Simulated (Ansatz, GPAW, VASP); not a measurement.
**InPd: 4 runs at one level of theory**

```
In Pd
1.0
     3.27188    0.00000    0.00000
     0.00000    3.27188    0.00000
     0.00000    0.00000    3.27188
In Pd
1 1
Direct
  0.00000 0.00000 0.00000
  0.50000 0.50000 0.50000
```

The cell comes from a database or a generator and needn't be the stable form of this composition.

Alike in all runs: task band structure; functional RPBE; k mesh 8 × 8 × 8; occupations fermi-dirac, width 0.05 eV; no spin polarisation; no spin-orbit coupling. Pressure is positive in compression and, in plane waves, holds the error of the finite cutoff, which Ansatz's Pulay term estimates and takes out.

| program and potentials | plane-wave cutoff (eV) | notes | pressure (GPa) |
| --- | --- | --- | --- |
| Ansatz, Ansatz PAW | 420 | potentials made for PBE, which Ansatz adapts in part; 15.5 valence electrons an atom on average; Pulay term of +0.09 GPa included | 7.10 |
| Ansatz, all-electron LAPW, scalar-relativistic | - | - | 7.07 |
| GPAW, the program's PAW data sets (release 1.2.1) made for this functional | 600 | 14.5 valence electrons an atom on average | 6.76 |
| VASP, PBE PAW files In_d, Pd, 520 eV | 520 | potentials made for PBE; 11.5 valence electrons an atom on average | 7.17 |

The pressure spans 6.76 (GPAW, the program's PAW data sets (release 1.2.1) made for this functional) to 7.17 GPa (VASP, PBE PAW files In_d, Pd, 520 eV), with all-electron results at 7.07. Some sets were made for another functional than the one run, which can shift their rows.

Differences between rows come from potentials, basis sets and numerical settings, since the functional is the same but for its coding. Runs on potential files found faulty are left out.
